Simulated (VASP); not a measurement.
Crystal: Pd.

```
Pd
1.0
     2.75046    0.00000    0.00000
    -1.37523    2.38197    0.00000
     0.00000    0.00000    4.49241
Pd
2
Direct
  0.33333 0.66667 0.75000
  0.66667 0.33333 0.25000
```

The cell was built by a generator and needn't be a form met in nature.

* Program: VASP 6.6.1
* Task: relaxation of cell and atoms
* Functional: PBE
* Potentials or basis: VASP PAW PBE potentials, release 64 (Pd)
* Cutoff: 600 eV
* k mesh: 8 × 8 × 4
* Occupations: gaussian, width 0.05 eV
* Spin: no spin polarisation

At the start: pressure 8.1 GPa; volume 14.72 Å³/atom.

Q: Where does the relaxation end?

A: Over 6 steps the energy falls by 18.4 meV/atom and the volume is 15.36 Å³/atom (+4.4 %); space group P6_3/mmc (No. 194, to 0.05 Å).

The path:
```tsv
step	energy change (eV)	largest force (eV/Å)	pressure (GPa)	volume (Å³)
1	0.0000	0.0000	8.11	29.43
2	0.0215	0.0000	-8.62	32.72
3	-0.0337	0.0000	-0.34	30.79
4	-0.0337	0.0000	-0.19	30.77
5	-0.0362	0.0000	-0.06	30.74
6	-0.0367	0.0000	0.08	30.72
```

Final structure:
```
Pd
1.0
     2.76888    0.00000    0.00000
    -1.38444    2.39792    0.00000
     0.00000    0.00000    4.62641
Pd
2
Direct
  0.33333 0.66667 0.75000
  0.66667 0.33333 0.25000
```
